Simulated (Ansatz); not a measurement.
Write the native input for Ansatz 0.2.0 that does the following.

- Task: single point
- Functional: PBE
- Potentials or basis: Ansatz PAW
- Cutoff: 420 eV (not typed: the program's choice for these potentials)
- k mesh: 8 × 8 × 8
- Occupations: gaussian, width 0.1 eV
- Spin: no spin polarisation

Crystal: CdS (Hawleyite).

```
Cd S
1.0
     0.00000    2.91650    2.91650
     2.91650    0.00000    2.91650
     2.91650    2.91650    0.00000
Cd S
1 1
Direct
  0.00000 0.00000 0.00000
  0.75000 0.75000 0.75000
```

These files were run (other wordings do the same):

input.yaml

```yaml
crystal:
  lattice:
    - [0.0, 2.9165, 2.9165]
    - [2.9165, 0.0, 2.9165]
    - [2.9165, 2.9165, 0.0]
  atoms:
    - { symbol: Cd, position: [0.0, 0.0, 0.0] }
    - { symbol: S, position: [0.75, 0.75, 0.75] }
hamiltonian:
  xc: pbe
  pseudopotentials: { kind: paw }
kpoints:
  mp_grid: { grid: [8, 8, 8] }
scf:
  occupations: { method: gaussian, width: 0.1 }
output:
  forces: true
  stress: true
  eigenvalues: true
  write_density: true
  write_potential: true
  elf: true
  volumetric_format: npy
```

Potentials or basis: Ansatz PAW.

Run with:

```sh
$ ansatz run input.yaml --threads 2 --pin off --max-ram 5632MiB --backend cpu --events-out ev --progress --plain --runs-dir out
```

Results of the run:

* Pressure: 2.8 GPa
* Band gap on the k mesh: 1.15 eV, direct

Run time: 3.8 s on 2 threads of Intel(R) Xeon(R) Processor @ 2.50GHz (Skylake/Cascade Lake) (shared host), peak memory 0.34 GiB.
